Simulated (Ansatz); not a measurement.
The system is NaCl.

```
Cl Na
1.0
     0.00000    2.79406    2.79406
     2.79406    0.00000    2.79406
     2.79406    2.79406    0.00000
Cl Na
1 1
Direct
  0.50000 0.50000 0.50000
  0.00000 0.00000 0.00000
```

The cell is a database's computed one.

Base run:

| Item | Value |
| --- | --- |
| Program | Ansatz 0.2.0 |
| Functional | HSE06 |
| Potentials or basis | Ansatz PAW |
| Cutoff | 420 eV |
| Density cutoff | 1680 eV |
| k mesh | 5 × 5 × 5 |
| Occupations | fermi-dirac, width 0.05 eV |
| Spin | no spin polarisation |

Its results: band gap on the k mesh 6.60 eV, direct.

Problem. The run is repeated on the same cell with these changes: functional from HSE06 to LDA. What comes out?

Solution. Band gap on the k mesh 4.80 eV, direct.

HSE06 gives the wider gap, since exact exchange removes part of the self-interaction.

Caveats: odd divisions of the mesh miss points on the zone boundary, where band edges often lie, so the gap on the mesh can be too wide; the density of states is complete only up to the lowest level of the last band computed.

A k mesh can miss the band edges.

Not every run made on this cell is shown here.
